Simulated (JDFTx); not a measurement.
# CaO under changes of volume

One of the cells (13.886 Å³/atom); the others are scaled copies at fixed shape and fractional positions:

```xyz
2
Lattice="0.0000 2.4036 2.4036 2.4036 0.0000 2.4036 2.4036 2.4036 0.0000" Properties=species:S:1:pos:R:3 pbc="T T T"
Ca    0.0000    0.0000    0.0000
O     2.4036    2.4036    2.4036
```

The cell is a database's computed one.

* Program: JDFTx 1.7.0 (patched build)
* Functional: PBEsol
* Potentials or basis: PseudoDojo-SR-PBEsol-0.4.1-standard with smoothed tails
* Cutoff: 1143 eV
* Density cutoff: 9143 eV
* k mesh: 10 × 10 × 10
* Occupations: fermi-dirac, width 0.05 eV
* Spin: no spin polarisation

| volume (Å³/atom) | energy over the lowest point (meV/atom) | pressure (GPa) | gap on the mesh (eV) |
| --- | --- | --- | --- |
| 13.052 | 5.67 | 4.3 | 3.53 |
| 13.330 | 0.62 | 1.6 | 3.54 |
| 13.608 | 0.00 | -0.9 | 3.55 |
| 13.886 | ? | ? | ? |
| 14.163 | 10.24 | -5.0 | 3.57 |
| 14.441 | 20.31 | -6.7 | 3.57 |
| 14.719 | 33.23 | -8.3 | 3.58 |

**Question.** What does the run at 13.886 Å³/atom give?

**Answer.** Energy over the lowest point 3.34 meV/atom; pressure -3.0 GPa; gap on the mesh 3.56 eV.

Worked out: A Birch-Murnaghan fit of order 3 (a polynomial in V^(-2/3)) to the other rows has its minimum at 13.51 Å³/atom with B0 = V·E''(V) = 116 GPa and B' = 4.4. It gives 3.36 meV/atom at 13.886 Å³/atom, against the run's 3.34, and -dE/dV = -3.0 GPa, against -3.0. A straight line through the other rows of the gap, of slope 0.411 eV per unit of ln V, gives 3.56 eV, against the run's 3.56.

Energies are extrapolated to zero smearing.

A mesh can miss the band edges.
